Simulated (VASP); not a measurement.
Os:

```
CELL_PARAMETERS angstrom
-1.51829 1.51829 1.51829
1.51829 -1.51829 1.51829
1.51829 1.51829 -1.51829
ATOMIC_POSITIONS crystal
Os 0.00000 0.00000 0.00000
```

This isn't the form of Os at room conditions, which is hcp.

- Program: VASP 6.6.1
- Task: relaxation of cell and atoms
- Functional: r2SCAN
- Potentials or basis: VASP PAW PBE potentials, release 64 (Os)
- Cutoff: 600 eV
- k mesh: 20 × 20 × 20
- Occupations: gaussian, width 0.1 eV
- Spin: no spin polarisation

At the start: pressure 15.6 GPa; volume 14.00 Å³/atom.

Problem. How do energy, volume and symmetry change on relaxing?

Solution. Over 15 steps the energy falls by 24.5 meV/atom and the volume is 14.53 Å³/atom (+3.8 %); space group Im-3m (No. 229, to 0.05 Å).

Step by step:
```tsv
step	energy change (eV)	largest force (eV/Å)	pressure (GPa)	volume (Å³)
1	0.0000	0.0000	15.57	14.00
2	0.3370	0.0000	-41.06	16.94
3	-0.0244	0.0000	-1.03	14.56
4	-0.0245	0.0000	-0.06	14.53
5	-0.0245	0.0000	0.23	14.52
6	-0.0245	0.0000	0.23	14.52
7	-0.0245	0.0000	0.17	14.52
8	-0.0245	0.0000	0.16	14.52
9	-0.0245	0.0000	0.16	14.52
10	-0.0245	0.0000	0.16	14.52
11	-0.0245	0.0000	0.16	14.52
12	-0.0245	0.0000	0.15	14.52
13	-0.0245	0.0000	0.11	14.52
14	-0.0245	0.0000	0.06	14.52
15	-0.0245	0.0000	-0.05	14.53
```

Final structure:
```cif
data_structure
_symmetry_space_group_name_H-M 'P 1'
_symmetry_Int_Tables_number 1
_cell_length_a 2.6623
_cell_length_b 2.6623
_cell_length_c 2.6623
_cell_angle_alpha 109.471
_cell_angle_beta 109.471
_cell_angle_gamma 109.471
_cell_volume 14.53
loop_
_atom_site_label
_atom_site_type_symbol
_atom_site_fract_x
_atom_site_fract_y
_atom_site_fract_z
_atom_site_occupancy
Os1 Os 0.00000 0.00000 0.00000 1
```

Caveat: the PAW data sets were made with another functional, which shifts forces and pressure a little.
